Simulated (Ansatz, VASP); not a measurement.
## SnTe in VASP and in Ansatz

The input INCAR:

```
SYSTEM = SnTe
PREC = Accurate ; ENCUT = 520
EDIFF = 1E-6 ; ISMEAR = -1
SIGMA = 0.05 ; LREAL = .FALSE.
LASPH = .TRUE. ; NELM = 60
ALGO = Normal ; ISIF = 2
LWAVE = .FALSE. ; LCHARG = .FALSE.
GGA = VW ; NBANDS = 17
```

Contents of KPOINTS:

```
Automatic mesh
0
G
  7 7 7
  0 0 0
```

Contents of POSCAR:

```
SnTe
1.0
    0.0000000000      3.1082657258      3.1082657258
    3.1082657258      0.0000000000      3.1082657258
    3.1082657258      3.1082657258      0.0000000000
Te Sn
1 1
Direct
    0.5000000000      0.5000000000      0.5000000000
    0.0000000000      0.0000000000      0.0000000000
```

The input input.yaml:

```yaml
crystal:
  lattice:
    - [0.0, 3.1082657258, 3.1082657258]
    - [3.1082657258, 0.0, 3.1082657258]
    - [3.1082657258, 3.1082657258, 0.0]
  atoms:
    - { symbol: Te, position: [0.5, 0.5, 0.5] }
    - { symbol: Sn, position: [0.0, 0.0, 0.0] }
hamiltonian:
  xc: { exchange: slater, correlation: vwn5 }
  pseudopotentials: { kind: paw }
kpoints:
  mp_grid: { grid: [7, 7, 7] }
scf:
  occupations: { method: fermi_dirac, width: 0.05 }
output:
  forces: true
  stress: true
  eigenvalues: true
```

Alike in both runs: task single point; functional SVWN5; k mesh 7 × 7 × 7; occupations fermi-dirac, width 0.05 eV; no spin polarisation.

```csv
,VASP,Ansatz
version,VASP 6.6.1,Ansatz 0.2.0
potentials or method,"VASP PAW PBE potentials, release 64 (Te, Sn_d)",Ansatz PAW
plane-wave cutoff (eV),520,420
valence electrons in the cell,20,30
```

```tsv
	VASP	Ansatz	Ansatz less VASP
gap on the k mesh at the Fermi level (eV)	0.68	0.68	+0.004
least direct gap on the mesh (eV)	0.68	0.68	+0.004
pressure (GPa)	0.4	0.3	-0.03
```

With one functional, cell and mesh, what is left measures potentials, basis and numerics. The two sets of potentials don't hold the same shells in valence.

Caveats: the PAW data sets were made with another functional, which shifts forces and pressure a little (VASP); the PAW data sets come from PBE, with cores solved anew for the run's functional, which leaves a small shift of forces and pressure (Ansatz). Spin-orbit coupling is left out, which matters for the levels of Te.
